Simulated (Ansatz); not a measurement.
# CuO (Cc): one cell, many starting occupations (series 2), part 2 of 2

Task: map the metastable states of CuO (Cc) by varying the start. Cell and atoms stay fixed.

Ansatz 0.2.0; DFT PBE+U (U_eff = 5 eV on Cu d), plane waves, PAW.

### Step 5. Random orbitals: fully mixed, one electron fewer

Input file input.yaml:

```yaml
crystal:
  lattice:
    - [4.68929952, 0.0, 0.0]
    - [4.68929952, 3.42679964, 0.0]
    - [-0.86054991, 0.0, 5.05943948]
  atoms:
    - { symbol: Cu, position: [0.0032, 0.2468, 0.0], spin: 2.0 }
    - { symbol: Cu, position: [0.4968, 0.7532, 0.5], spin: 2.0 }
    - { symbol: O, position: [0.5714, 0.9171, 0.2537] }
    - { symbol: O, position: [0.4056, 0.0829, 0.7537] }
    - { symbol: Cu, position: [0.0032, 0.7468, 0.0], spin: -2.0 }
    - { symbol: Cu, position: [0.4968, 0.2532, 0.5], spin: -2.0 }
    - { symbol: O, position: [0.5714, 0.4171, 0.2537] }
    - { symbol: O, position: [0.4056, 0.5829, 0.7537] }
basis:
  ecutwfc: 420
  ecutrho_ratio: 4
kpoints:
  mp_grid: { grid: [7, 7, 4] }
hamiltonian:
  xc: pbe
  hubbard:
    sites:
      - { site: 0, l: d, u_eff: 5.0, starting_ns: [{ spin: up, occupation_matrix: s0up }, { spin: down, occupation_matrix: s0down }] }
      - { site: 1, l: d, u_eff: 5.0, starting_ns: [{ spin: up, occupation_matrix: s1up }, { spin: down, occupation_matrix: s1down }] }
      - { site: 4, l: d, u_eff: 5.0, starting_ns: [{ spin: up, occupation_matrix: s4up }, { spin: down, occupation_matrix: s4down }] }
      - { site: 5, l: d, u_eff: 5.0, starting_ns: [{ spin: up, occupation_matrix: s5up }, { spin: down, occupation_matrix: s5down }] }
    occupation_matrices:
      s0up:
        matrix:
          - [0.97, 0.0, 0.0, 0.0, 0.0]
          - [0.0, 0.97, 0.0, 0.0, 0.0]
          - [0.0, 0.0, 0.97, 0.0, 0.0]
          - [0.0, 0.0, 0.0, 0.97, 0.0]
          - [0.0, 0.0, 0.0, 0.0, 0.97]
      s0down:
        matrix:
          - [0.4266, -0.13806, -0.26484, -0.26747, -0.24537]
          - [-0.13806, 0.93158, -0.09219, -0.02218, -0.08349]
          - [-0.26484, -0.09219, 0.65531, 0.21085, -0.27718]
          - [-0.26747, -0.02218, 0.21085, 0.21111, 0.16893]
          - [-0.24537, -0.08349, -0.27718, 0.16893, 0.7254]
      s1up:
        matrix:
          - [0.97, 0.0, 0.0, 0.0, 0.0]
          - [0.0, 0.97, 0.0, 0.0, 0.0]
          - [0.0, 0.0, 0.97, 0.0, 0.0]
          - [0.0, 0.0, 0.0, 0.97, 0.0]
          - [0.0, 0.0, 0.0, 0.0, 0.97]
      s1down:
        matrix:
          - [0.92765, -0.13805, -0.01865, -0.10938, -0.08407]
          - [-0.13805, 0.47199, -0.0687, -0.44075, -0.08399]
          - [-0.01865, -0.0687, 0.96048, -0.06204, -0.00567]
          - [-0.10938, -0.44075, -0.06204, 0.53976, 0.11638]
          - [-0.08407, -0.08399, -0.00567, 0.11638, 0.05011]
      s4up:
        matrix:
          - [0.69429, 0.14735, -0.14747, -0.3183, -0.20281]
          - [0.14735, 0.85442, 0.19562, 0.18829, -0.03182]
          - [-0.14747, 0.19562, 0.5207, -0.22788, 0.33618]
          - [-0.3183, 0.18829, -0.22788, 0.59356, -0.16496]
          - [-0.20281, -0.03182, 0.33618, -0.16496, 0.28703]
      s4down:
        matrix:
          - [0.97, 0.0, 0.0, 0.0, 0.0]
          - [0.0, 0.97, 0.0, 0.0, 0.0]
          - [0.0, 0.0, 0.97, 0.0, 0.0]
          - [0.0, 0.0, 0.0, 0.97, 0.0]
          - [0.0, 0.0, 0.0, 0.0, 0.97]
      s5up:
        matrix:
          - [0.73578, -0.3104, -0.21824, 0.0335, -0.15016]
          - [-0.3104, 0.53212, -0.26265, -0.10876, -0.21699]
          - [-0.21824, -0.26265, 0.74, 0.18474, -0.12189]
          - [0.0335, -0.10876, 0.18474, 0.08057, -0.08241]
          - [-0.15016, -0.21699, -0.12189, -0.08241, 0.86153]
      s5down:
        matrix:
          - [0.97, 0.0, 0.0, 0.0, 0.0]
          - [0.0, 0.97, 0.0, 0.0, 0.0]
          - [0.0, 0.0, 0.97, 0.0, 0.0]
          - [0.0, 0.0, 0.0, 0.97, 0.0]
          - [0.0, 0.0, 0.0, 0.0, 0.97]
    ns_hold: { iters: 12 }
scf:
  occupations: { method: gaussian, width: 0.05 }
  lower_state_search: "off"
  max_iter: 150
output:
  forces: true
  stress: true
  eigenvalues: true
  populations: true
  hubbard:
    sites:
      - { site: 0, l: d }
      - { site: 1, l: d }
      - { site: 4, l: d }
      - { site: 5, l: d }
magnetization:
  spin_polarized: true
```

The typed matrices put 0.97 on the chosen orbitals and 0.02 on the others, and are held for 12 cycles.

The run is started by

```bash
$ ansatz run input.yaml --threads 4 --pin off --max-ram 6144MiB --backend cpu --events-out ev --progress --plain --runs-dir out
```

Standard output, cut to the lines that bear on the results:

```text
Warning: crystal.symmetry: narrowed to the stabiliser of the occupation matrices — unitary ops 2 → 1, anti-unitary 2 → 0; lowered by the specified shells (site 0, l: d), (site 1, l: d), (site 4, l: d), (site 5, l: d); largest admitted image defect 4.4e-16, smallest excluded 6.3e-1 — at a [...]
Warning: RAYON_NUM_THREADS=4 ignored (pool sized by the plan → 4); use --threads N
Cu: projections on atomic orbitals take those of the free atom [Ne] 3s2 3p6 3d10 4s1, of charge +0.00 (hamiltonian.pseudopotentials.projection_atoms); the dataset's partial waves leave at most 2.0e-6 of an orbital's norm unspanned inside its sphere
O: projections on atomic orbitals take those of the free atom [He] 2s2 2p4, of charge +0.00 (hamiltonian.pseudopotentials.projection_atoms); the dataset's partial waves leave at most 1.9e-8 of an orbital's norm unspanned inside its sphere
[...]
Pseudopotentials: kind: paw
Pseudopotential: Cu, paw, valence charge 19, recommended cutoff 420 eV (normal), Cu.paw.azcp
Pseudopotential: O, paw, valence charge 6, recommended cutoff 420 eV (normal), O.paw.azcp
Functional definition: PBE
[...]
Crystal: 8 atoms, lattice volume = 81.302 Å³
[...]
WARN: hamiltonian.hubbard: on 4 of 8 specified blocks the occupation matrix of this SCF's result fails the test of the specified filling. At site 0 ↓ (sites count from 0 in the list of atoms of the cell that this SCF solves) the least filled combination of the orbitals specified full has [...]
  specified occupation → Cu1 d_3D dn: matrix, ‖Δ‖_F = 1.2308, Tr Δ = -1.4784, displaced = 0.9981, d_λ = 1.0559; orbital distance = 1.0281
  Cu4 d_3D: site group C1 (1)
  Cu4 d_3D up     Tr n = 4.4283  λ = 0.457 0.980 0.996 0.997 0.998  [xz 0.60 A(1.00) | xy 0.73 A(1.00) | 3× z2 0.30 A(1.00)]
  Cu4 d_3D dn     Tr n = 4.9543  λ = 0.981 0.982 0.996 0.998 0.998  [2× xy 0.35 A(1.00) | 3× z2 0.30 A(1.00)]
  specified occupation → Cu4 d_3D up: matrix, ‖Δ‖_F = 1.3443, Tr Δ = -1.4783, displaced = 1.1271, d_λ = 1.0559; orbital distance = 1.4439
  specified occupation → Cu4 d_3D dn: matrix, ‖Δ‖_F = 0.0498, Tr Δ = -0.1043, displaced = 0.0522, d_λ = 0.0498; orbital distance = 0.0000
  Cu5 d_3D: site group C1 (1)
  Cu5 d_3D up     Tr n = 4.4284  λ = 0.457 0.980 0.996 0.997 0.998  [xz 0.60 A(1.00) | xy 0.73 A(1.00) | 3× z2 0.30 A(1.00)]
  Cu5 d_3D dn     Tr n = 4.9543  λ = 0.981 0.982 0.996 0.998 0.998  [2× xy 0.35 A(1.00) | 3× z2 0.30 A(1.00)]
  specified occupation → Cu5 d_3D up: matrix, ‖Δ‖_F = 1.2435, Tr Δ = -1.4784, displaced = 1.0093, d_λ = 1.0559; orbital distance = 1.4607
  specified occupation → Cu5 d_3D dn: matrix, ‖Δ‖_F = 0.0498, Tr Δ = -0.1043, displaced = 0.0522, d_λ = 0.0498; orbital distance = 0.0000
  Tr n, λ and their labels are of the run-group-symmetrised matrices; stabiliser: 4 of 8 elements of G0×{1,Θ} (closed), max defect 3.5e-5 at τ = 8.4e-4
```

It took 97 s on 4 threads of Arm Neoverse V2, shared host; peak memory 1 GiB.

Result: a gap on the mesh of 0.68 eV, pressure 8.1 GPa, moments in spheres Cu 0.56, -0.56 μB, largest force component 0.77 eV/Å, 1 symmetry operation imposed. The program reports that the typed filling wasn't kept.

How the shells are filled (orbitals counted by the eigenvalues of the occupation matrices):

| shell | channel | electrons | over 0.8 | 0.2 to 0.8 | under 0.2 |
| --- | --- | --- | --- | --- | --- |
| Cu 3d (atom 1) | up | 4.95 | 5 | 0 | 0 |
| Cu 3d (atom 1) | down | 4.43 | 4 | 1 | 0 |
| Cu 3d (atom 5) | up | 4.43 | 4 | 1 | 0 |
| Cu 3d (atom 5) | down | 4.95 | 5 | 0 | 0 |

### Step 6. Random orbitals: drawn by pairs, second filling

Input file input.yaml:

```yaml
crystal:
  lattice:
    - [4.68929952, 0.0, 0.0]
    - [4.68929952, 3.42679964, 0.0]
    - [-0.86054991, 0.0, 5.05943948]
  atoms:
    - { symbol: Cu, position: [0.0032, 0.2468, 0.0], spin: 1.0 }
    - { symbol: Cu, position: [0.4968, 0.7532, 0.5], spin: 1.0 }
    - { symbol: O, position: [0.5714, 0.9171, 0.2537] }
    - { symbol: O, position: [0.4056, 0.0829, 0.7537] }
    - { symbol: Cu, position: [0.0032, 0.7468, 0.0], spin: -1.0 }
    - { symbol: Cu, position: [0.4968, 0.2532, 0.5], spin: -1.0 }
    - { symbol: O, position: [0.5714, 0.4171, 0.2537] }
    - { symbol: O, position: [0.4056, 0.5829, 0.7537] }
basis:
  ecutwfc: 420
  ecutrho_ratio: 4
kpoints:
  mp_grid: { grid: [7, 7, 4] }
hamiltonian:
  xc: pbe
  hubbard:
    sites:
      - { site: 0, l: d, u_eff: 5.0, starting_ns: [{ spin: up, occupation_matrix: s0up }, { spin: down, occupation_matrix: s0down }] }
      - { site: 1, l: d, u_eff: 5.0, starting_ns: [{ spin: up, occupation_matrix: s1up }, { spin: down, occupation_matrix: s1down }] }
      - { site: 4, l: d, u_eff: 5.0, starting_ns: [{ spin: up, occupation_matrix: s4up }, { spin: down, occupation_matrix: s4down }] }
      - { site: 5, l: d, u_eff: 5.0, starting_ns: [{ spin: up, occupation_matrix: s5up }, { spin: down, occupation_matrix: s5down }] }
    occupation_matrices:
      s0up:
        matrix:
          - [0.97, 0.0, 0.0, 0.0, 0.0]
          - [0.0, 0.97, 0.0, 0.0, 0.0]
          - [0.0, 0.0, 0.97, 0.0, 0.0]
          - [0.0, 0.0, 0.0, 0.97, 0.0]
          - [0.0, 0.0, 0.0, 0.0, 0.97]
      s0down:
        matrix:
          - [0.73413, 0.0, 0.0, 0.0, 0.41042]
          - [0.0, 0.97, 0.0, 0.0, 0.0]
          - [0.0, 0.0, 0.97, 0.0, 0.0]
          - [0.0, 0.0, 0.0, 0.97, 0.0]
          - [0.41042, 0.0, 0.0, 0.0, 0.25587]
      s1up:
        matrix:
          - [0.97, 0.0, 0.0, 0.0, 0.0]
          - [0.0, 0.97, 0.0, 0.0, 0.0]
          - [0.0, 0.0, 0.97, 0.0, 0.0]
          - [0.0, 0.0, 0.0, 0.97, 0.0]
          - [0.0, 0.0, 0.0, 0.0, 0.97]
      s1down:
        matrix:
          - [0.73413, 0.0, 0.0, 0.0, 0.41042]
          - [0.0, 0.97, 0.0, 0.0, 0.0]
          - [0.0, 0.0, 0.97, 0.0, 0.0]
          - [0.0, 0.0, 0.0, 0.97, 0.0]
          - [0.41042, 0.0, 0.0, 0.0, 0.25587]
      s4up:
        matrix:
          - [0.73413, 0.0, 0.0, 0.0, 0.41042]
          - [0.0, 0.97, 0.0, 0.0, 0.0]
          - [0.0, 0.0, 0.97, 0.0, 0.0]
          - [0.0, 0.0, 0.0, 0.97, 0.0]
          - [0.41042, 0.0, 0.0, 0.0, 0.25587]
      s4down:
        matrix:
          - [0.97, 0.0, 0.0, 0.0, 0.0]
          - [0.0, 0.97, 0.0, 0.0, 0.0]
          - [0.0, 0.0, 0.97, 0.0, 0.0]
          - [0.0, 0.0, 0.0, 0.97, 0.0]
          - [0.0, 0.0, 0.0, 0.0, 0.97]
      s5up:
        matrix:
          - [0.73413, 0.0, 0.0, 0.0, 0.41042]
          - [0.0, 0.97, 0.0, 0.0, 0.0]
          - [0.0, 0.0, 0.97, 0.0, 0.0]
          - [0.0, 0.0, 0.0, 0.97, 0.0]
          - [0.41042, 0.0, 0.0, 0.0, 0.25587]
      s5down:
        matrix:
          - [0.97, 0.0, 0.0, 0.0, 0.0]
          - [0.0, 0.97, 0.0, 0.0, 0.0]
          - [0.0, 0.0, 0.97, 0.0, 0.0]
          - [0.0, 0.0, 0.0, 0.97, 0.0]
          - [0.0, 0.0, 0.0, 0.0, 0.97]
    ns_hold: until_converged
scf:
  occupations: { method: gaussian, width: 0.05 }
  lower_state_search: "off"
  max_iter: 150
output:
  forces: true
  stress: true
  eigenvalues: true
  populations: true
  hubbard:
    sites:
      - { site: 0, l: d }
      - { site: 1, l: d }
      - { site: 4, l: d }
      - { site: 5, l: d }
magnetization:
  spin_polarized: true
```

The typed matrices put 0.97 on the chosen orbitals and 0.02 on the others, and are held until the SCF converges, then released.

The run is started by

```bash
$ ansatz run input.yaml --threads 4 --pin off --max-ram 6144MiB --backend cpu --events-out ev --progress --plain --runs-dir out
```

Standard output, cut to the lines that bear on the results:

```text
Warning: crystal.symmetry: narrowed to the stabiliser of the occupation matrices — unitary ops 2 → 1, anti-unitary 2 → 1; lowered by the specified shells (site 0, l: d), (site 1, l: d), (site 4, l: d), (site 5, l: d); largest admitted image defect 4.4e-16, smallest excluded 8.2e-1 — at a [...]
Warning: RAYON_NUM_THREADS=4 ignored (pool sized by the plan → 4); use --threads N
Cu: projections on atomic orbitals take those of the free atom [Ne] 3s2 3p6 3d10 4s1, of charge +0.00 (hamiltonian.pseudopotentials.projection_atoms); the dataset's partial waves leave at most 2.0e-6 of an orbital's norm unspanned inside its sphere
O: projections on atomic orbitals take those of the free atom [He] 2s2 2p4, of charge +0.00 (hamiltonian.pseudopotentials.projection_atoms); the dataset's partial waves leave at most 1.9e-8 of an orbital's norm unspanned inside its sphere
[...]
[... 4 set-up lines as earlier in the session ...]
[...]
Crystal: 8 atoms, lattice volume = 81.302 Å³
[...]
WARN: hamiltonian.hubbard: on 4 of 8 specified blocks the occupation matrix of this SCF's result fails the test of the specified filling. At site 0 ↓ (sites count from 0 in the list of atoms of the cell that this SCF solves) the least filled combination of the orbitals specified full has [...]
  specified occupation → Cu1 d_3D up: matrix, ‖Δ‖_F = 0.0498, Tr Δ = -0.1043, displaced = 0.0522, d_λ = 0.0498; orbital distance = 0.0000
  specified occupation → Cu1 d_3D dn: matrix, ‖Δ‖_F = 1.0975, Tr Δ = -0.5283, displaced = 0.7760, d_λ = 0.4392; orbital distance = 1.4108
  Cu4 d_3D: site group C1 (1)
  Cu4 d_3D up     Tr n = 4.4283  λ = 0.457 0.980 0.996 0.997 0.998  [xz 0.60 A(1.00) | xy 0.73 A(1.00) | 3× z2 0.30 A(1.00)]
  Cu4 d_3D dn     Tr n = 4.9543  λ = 0.981 0.982 0.996 0.998 0.998  [5× z2 0.20 A(1.00)]
  specified occupation → Cu4 d_3D up: matrix, ‖Δ‖_F = 1.0899, Tr Δ = -0.5283, displaced = 0.7755, d_λ = 0.4392; orbital distance = 1.4099
  specified occupation → Cu4 d_3D dn: matrix, ‖Δ‖_F = 0.0498, Tr Δ = -0.1043, displaced = 0.0522, d_λ = 0.0498; orbital distance = 0.0000
  Cu5 d_3D: site group C1 (1)
  Cu5 d_3D up     Tr n = 4.4283  λ = 0.457 0.980 0.996 0.997 0.998  [xz 0.60 A(1.00) | xy 0.73 A(1.00) | 3× z2 0.30 A(1.00)]
  Cu5 d_3D dn     Tr n = 4.9543  λ = 0.981 0.982 0.996 0.998 0.998  [5× z2 0.20 A(1.00)]
  specified occupation → Cu5 d_3D up: matrix, ‖Δ‖_F = 1.0975, Tr Δ = -0.5283, displaced = 0.7760, d_λ = 0.4392; orbital distance = 1.4108
  specified occupation → Cu5 d_3D dn: matrix, ‖Δ‖_F = 0.0498, Tr Δ = -0.1043, displaced = 0.0522, d_λ = 0.0498; orbital distance = 0.0000
  Tr n, λ and their labels are of the run-group-symmetrised matrices; stabiliser: 4 of 8 elements of G0×{1,Θ} (closed), max defect 1.0e-4 at τ = 3.3e-3
```

Run time: 99 s. Hardware: 4 threads of Arm Neoverse V2, shared host; peak memory 0.99 GiB.

Result: a gap on the mesh of 0.68 eV, pressure 8.1 GPa, moments in spheres Cu 0.56, -0.56 μB, largest force component 0.77 eV/Å, 1 symmetry operation imposed. The program reports that the typed filling wasn't kept.

The shells' filling, with natural orbitals sorted by occupation:

```
         shell  channel  electrons  over 0.8  0.2 to 0.8  under 0.2
Cu 3d (atom 1)       up       4.95         5           0          0
Cu 3d (atom 1)     down       4.43         4           1          0
Cu 3d (atom 5)       up       4.43         4           1          0
Cu 3d (atom 5)     down       4.95         5           0          0
```

### Step 7. The states in order of energy

What follows sums up all 2 parts.

Energies count from the lowest free state and have the smearing extrapolated to zero.

| start | energy (meV/atom) | gap (eV) | pressure (GPa) | largest moment (μB) | SCF cycles | time |
| --- | --- | --- | --- | --- | --- | --- |
| from atoms, default search (earlier series) | 0.0 | 0.68 | 8.1 | 0.56 | 20 | 23 s |
| random orbitals: single harmonics, second filling | 0.0 | 0.68 | 8.1 | 0.56 | 55 | 3.2 min |
| random orbitals: single harmonics, first filling | 0.0 | 0.68 | 8.1 | 0.56 | 53 | 3.2 min |
| random orbitals: fully mixed, one electron fewer | 0.0 | 0.68 | 8.1 | 0.56 | 34 | 97 s |
| random orbitals: fully mixed, first filling | 0.0 | 0.68 | 8.1 | 0.56 | 60 | 3.3 min |
| random orbitals: drawn by pairs, second filling | 0.0 | 0.68 | 8.1 | 0.56 | 51 | 99 s |

The 6 free runs end within about 1 meV/atom of each other. The run with the program's default settings reaches the lowest one found. The lowest state found need not be the ground state, and the geometry wasn't relaxed for any of them.
